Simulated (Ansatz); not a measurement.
A plane-wave DFT run in Ansatz 0.2.0 (scalar-relativistic PAW potentials unless the input names others): input and command.

```yaml
crystal:
  lattice:
    - [-2.3324902609, 2.3324902609, 3.2981412289]
    - [2.3324902609, -2.3324902609, 3.2981412289]
    - [2.3324902609, 2.3324902609, -3.2981412289]
  atoms:
    - { symbol: K, position: [0.0, 0.0, 0.0] }
basis:
  ecutwfc: 420
kpoints:
  mp_grid: { grid: [14, 14, 14] }
hamiltonian:
  xc: pbe
scf:
  occupations: { method: fermi_dirac, width: 0.3 }
  n_extra_bands: 0
  max_iter: 100
output:
  forces: true
  eigenvalues: true
  stress: true
```

```bash
ansatz run input.yaml --threads 1 --pin off --max-ram 1228MiB --backend cpu --events-out ev --progress --plain --runs-dir out
```

Question: What is wrong with this input?

Answer: The program refuses it, because of too few bands (scf.n_extra_bands: not typed → 0). Also changed, but not at fault: scf.occupations: {"method": "gaussian", "width": 0.15} → {"method": "fermi_dirac", "width": 0.3}. With the sound run's settings it is accepted.

Abridged log:
```
Error: inconsistent input (scf.n_extra_bands, scf.occupations.method): n_bands = 5 leaves no empty band above the 5 bands per channel that the deck's 9 electrons occupy, and the occupations search for the Fermi level (a smearing at a finite width, or tetrahedra): a level found among occupied bands alone can fill a metal as an insulator; raise scf.n_extra_bands until at least 6 bands are solved (omitted, it auto-derives to 10) (see scf.n_extra_bands in the input reference)
```